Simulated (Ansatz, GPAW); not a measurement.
Given: the input of a run of GPAW 26.7.0 (ASE script) on WC (Qusongite). 

The input run.py:

```python
from ase import Atoms
from ase.dft.bandgap import bandgap
from ase.io import write
from ase.units import GPa
from gpaw import GPAW, PW

atoms = Atoms(['W', 'C'],
              cell=[[2.9065, 0.0, 0.0],
                    [-1.45325, 2.5171028361, 0.0],
                    [0.0, 0.0, 2.8366]],
              scaled_positions=[[0.0, 0.0, 0.0],
                                [0.6666666667, 0.3333333333, 0.5]],
              pbc=True)

calc = GPAW(mode=PW(800),
            xc='PBE',
            kpts={'size': (10, 10, 9), 'gamma': True},
            occupations={'name': 'methfessel-paxton', 'order': 0, 'width': 0.016},
            nbands=19,
            convergence={'density': 1e-05, 'energy': 1e-05},
            maxiter=150,
            txt='gpaw.txt')
atoms.calc = calc
energy = atoms.get_potential_energy()
forces = atoms.get_forces()
stress = atoms.get_stress()
calc.write('gs.gpw')
write('result.traj', atoms)
print(f'Energy: {energy:.6f} eV')
print('Forces (eV/A):')
print(forces.round(4))
print('Stress (GPa):', (stress / GPa).round(3))
print('Fermi level:', round(calc.get_fermi_level(), 4), 'eV')
print(f'Gap: {bandgap(calc)[0]:.4f} eV, direct: {bandgap(calc, direct=True)[0]:.4f} eV')
```

Potentials or basis: GPAW PAW data sets (gpaw-data 1.2.1), pw.

Launch:

```bash
$ OMP_NUM_THREADS=1 python run.py
```

Problem. Set up the same calculation for Ansatz 0.2.0. Potentials or basis there: all-electron LAPW, scalar-relativistic.

Solution. As run (cutoffs and basis follow the program's own potentials, and thresholds, step limits or extra output files can differ):

The input input.yaml:

```yaml
crystal:
  lattice:
    - [2.9065, 0.0, 0.0]
    - [-1.45325, 2.5171028361, 0.0]
    - [0.0, 0.0, 2.8366]
  atoms:
    - { symbol: W, position: [0.0, 0.0, 0.0] }
    - { symbol: C, position: [0.6666666667, 0.3333333333, 0.5] }
kpoints:
  mp_grid: { grid: [10, 10, 9] }
scf:
  occupations: { method: gaussian, width: 0.016 }
hamiltonian:
  xc: pbe
  pseudopotentials: { kind: all_electron, lapw: { basis_error: 0.001 } }
output:
  forces: true
  stress: true
  eigenvalues: true
```

Potentials or basis: all-electron LAPW, scalar-relativistic.

Command:

```sh
$ ansatz run input.yaml --threads 1 --pin off --max-ram 3072MiB --backend cpu --events-out ev --progress --plain --runs-dir out
```

Both were run:

|  | GPAW | Ansatz |
| --- | --- | --- |
| Pressure | 5.4 GPa | 5.7 GPa |

Where Ansatz's input types no cutoff or centring, it takes its own default and a Γ-centred mesh.

Pressure is positive in compression.
